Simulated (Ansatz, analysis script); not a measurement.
# Energy of spin spirals in a free-standing triangular Ru monolayer, spacing 2.74 Å

Wanted: E(q) and the moments of a free-standing triangular Ru monolayer, spacing 2.74 Å along a path through the zone.

Method: PBE, PAW set soft_1, in Ansatz 0.2.0.

Most raw output is cut from this account.

## Step 1: Starting point

The cell holds 1 atom: 1 Ru. Cell: a = 2.740 Å, b = 2.740 Å, c = 14.000 Å, α = 90.0°, β = 90.0°, γ = 120.0°. An idealised lattice of chosen spacing, in vacuum. Vacuum lies along c.

## Step 2: Two spin channels first

The work starts on two spin channels, which tell the size of the moments.

Input file input.yaml:

```yaml
crystal:
  lattice:
    - [2.74, 0.0, 0.0]
    - [-1.37, 2.37291, 0.0]
    - [0.0, 0.0, 14.0]
  atoms:
    - { symbol: Ru, position: [0.0, 0.0, 0.5], spin: 1.5 }
magnetization:
  spin_polarized: true
kpoints:
  mp_grid: { grid: [9, 9, 1] }
hamiltonian:
  xc: pbe
  pseudopotentials: { kind: paw, azcp: { folder: soft_1 } }
scf:
  occupations: { method: fermi_dirac, width: 0.1 }
  max_iter: 120
  convergence: { dr2_threshold: 1.0e-08 }
  lower_state_search: "off"
```

Started as:

```bash
> ansatz run input.yaml --threads 4 --pin off --max-ram 8192MiB --backend cpu --events-out ev --progress --plain --runs-dir out
```

Wall time 1.9 s (4 threads of Intel Xeon Platinum 8559C (Emerald Rapids), shared host); peak memory 0.31 GiB; 3.3 s of CPU time.

Spin moment in the atom's sphere by atom:

| atom | spin moment in the atom's sphere (μB) |
| --- | --- |
| Ru1 | 1.63 |

The run ends ferromagnetic, with a net moment of 1.90 μB a cell. With one Ru atom carrying the moment, parallel order of its images is forced by the cell, not found.

## Step 3: The same state on a denser mesh

Levels at the Fermi energy are partly filled, so moments and energy differences can hang on the k-mesh, and the state is solved again on a denser one.

input.yaml, the sections that differ from step 2:

```yaml
crystal:
  lattice:
    - [2.74, 0.0, 0.0]
    - [-1.37, 2.37291, 0.0]
    - [0.0, 0.0, 14.0]
  atoms:
    - { symbol: Ru, position: [0.0, 0.0, 0.5], spin: 1.63 }
kpoints:
  mp_grid: { grid: [23, 23, 1] }
basis:
  ecutwfc: 420.0
checkpoint:
  read: start
  write: ck
  compress: false
  write_wavefunctions: false
  write_every: 100000
# magnetization, hamiltonian, scf: as in step 2
```

Wall time 1.1 s (4 threads); peak memory 0.42 GiB.

Spin moment in the atom's sphere by atom:

| atom | spin moment in the atom's sphere (μB) |
| --- | --- |
| Ru1 | 1.58 |

The run ends ferromagnetic, with a net moment of 1.84 μB a cell, against 1.90 μB on the first mesh.

Each spiral starts from these moments, tilted 90° from the rotation axis z (a flat spiral); sizes are free, while the program holds flat spirals in their plane. Spin–orbit coupling is switched off, so the energy does not depend on how the axis lies in the crystal. The folder named start holds the saved collinear state, from which each run begins.

The runs on spinors take the mesh 24×24×1.

## Step 4: q = (0, 0, 0)

The reference is the same input at q = 0, so that basis and exchange-correlation form match those at other q. Every q is chosen so that q/2 is a mesh vector: every spiral then samples the k-points of q = 0, and much mesh noise cancels.

input.yaml, the sections that differ from step 3:

```yaml
crystal:
  lattice:
    - [2.74, 0.0, 0.0]
    - [-1.37, 2.37291, 0.0]
    - [0.0, 0.0, 14.0]
  atoms:
    - { symbol: Ru, position: [0.0, 0.0, 0.5], spin: 1.58, spin_axis: [1.0, 0.0, 0.0] }
kpoints:
  mp_grid: { grid: [24, 24, 1] }
magnetization:
  noncollinear: true
  spin_spiral: { q: [0.0, 0.0, 0.0] }
checkpoint:
  read: start
# hamiltonian, scf, basis: as in step 3
```

Started as:

```bash
> ansatz run input.yaml --threads 1 --pin off --max-ram 2048MiB --backend cpu --events-out ev --progress --plain --runs-dir out
```

Elapsed: 14 s, on 1 thread; peak memory 0.57 GiB.

The largest moment is 1.58 μB, against 1.58 μB in the collinear run.

## Step 5: q = (0.083, 0.083, 0)

Only q changes. The cell stays that of the crystal, since the generalised Bloch theorem carries the rotation from cell to cell.

input.yaml, as its differences from that of step 4:

```diff
@@ -21,3 +21,3 @@
   noncollinear: true
-  spin_spiral: { q: [0.0, 0.0, 0.0] }
+  spin_spiral: { q: [0.08333333, 0.08333333, 0.0] }
 checkpoint:
```

The job ended after 38 s (1 thread; peak memory 0.88 GiB).

The energy of the cell lies 13.5 meV below that at q = 0, and the largest moment is 1.60 μB against 1.58 μB.

## Step 6: q = (0.167, 0, 0)

input.yaml, as its differences from that of step 5:

```diff
@@ -21,3 +21,3 @@
   noncollinear: true
-  spin_spiral: { q: [0.08333333, 0.08333333, 0.0] }
+  spin_spiral: { q: [0.16666667, 0.0, 0.0] }
 checkpoint:
```

Run time: 36 s. Hardware: 1 thread; peak memory 0.88 GiB.

The energy of the cell lies 13.5 meV below that at q = 0, and the largest moment is 1.59 μB against 1.58 μB.

## Step 7: q = (0.333, 0, 0)

input.yaml, as its differences from that of step 6:

```diff
@@ -21,3 +21,3 @@
   noncollinear: true
-  spin_spiral: { q: [0.16666667, 0.0, 0.0] }
+  spin_spiral: { q: [0.33333333, 0.0, 0.0] }
 checkpoint:
```

Wall time 42 s (1 thread); peak memory 0.9 GiB.

The energy of the cell lies 33.7 meV above that at q = 0, and the largest moment is 1.49 μB against 1.58 μB.

## Step 8: q = (0.5, 0, 0)

input.yaml, as its differences from that of step 7:

```diff
@@ -21,3 +21,3 @@
   noncollinear: true
-  spin_spiral: { q: [0.33333333, 0.0, 0.0] }
+  spin_spiral: { q: [0.5, 0.0, 0.0] }
 checkpoint:
```

Wall time 46 s (1 thread); peak memory 0.92 GiB.

The energy of the cell lies 80.8 meV above that at q = 0, and the largest moment is 1.27 μB against 1.58 μB.

The other 5 runs of this kind were made alike; their results stand in the table below.

## Step 9: Side runs that gave no result

| changed | outcome |
| --- | --- |
| scf.occupations | refused or stopped by the program |

## Step 10: E(q)

| q (reciprocal lattice) | path length (1/Å) | E(q) − E(0) (meV a magnetic atom) | \|m\| Ru no. 1 (μB) |
| --- | --- | --- | --- |
| (0, 0, 0) | 0.000 | 0.00 | 1.58 |
| (0.167, 0, 0) | 0.441 | -13.51 | 1.59 |
| (0.25, 0, 0) | 0.662 | -1.31 | 1.57 |
| (0.333, 0, 0) | 0.883 | 33.71 | 1.49 |
| (0.5, 0, 0) | 1.324 | 80.81 | 1.27 |
| (0.417, 0.167, 0) | 1.706 | 80.02 | 1.24 |
| (0.333, 0.333, 0) | 2.088 | 91.83 | 1.16 |
| (0.25, 0.25, 0) | 2.471 | 64.98 | 1.28 |
| (0.167, 0.167, 0) | 2.853 | 8.97 | 1.52 |
| (0.083, 0.083, 0) | 3.235 | -13.53 | 1.60 |
| (0, 0, 0) | 3.617 | 0.00 | 1.58 |

## Step 11: Outcome

```yaml
lowest_point_of_the_path: q = (0.083, 0.083, 0), -13.5 meV a magnetic atom from q = 0
highest_point: 91.8 meV a magnetic atom
```

In words: The state at q = (0.083, 0.083, 0) lies 13.5 meV a magnetic atom below the ferromagnetic start, so that start is not the lowest state. The moments change by at most 27 % from their size at q = 0, so they are itinerant and a model of rigid spins is rough. No spin model is given, since the moments change too much along the path. The 10 spiral runs took 7.1 min of wall time, added up. Energies are free energies at a smearing of 0.1 eV, and with partly filled levels differences shift, at times strongly, as the smearing goes to zero. The cell was taken as built, with atoms unrelaxed. In doubt: the program's search for lower states was switched off, so a lower magnetic state than those reached may exist.

[Logs and program files are shortened in this print: banners, set-up blocks, solver, clock and traceback lines can be left out without a mark of their own.]

[Logs are printed without paths, hosts, clocks, repeated set-up lines and the standing remarks that a program may print on its own settings, such as how far it seeks lower states.]

[Hosts, paths, dates, database ids (printed as entryN), source tags and the programs' standing remarks are cut or masked in the printed files.]
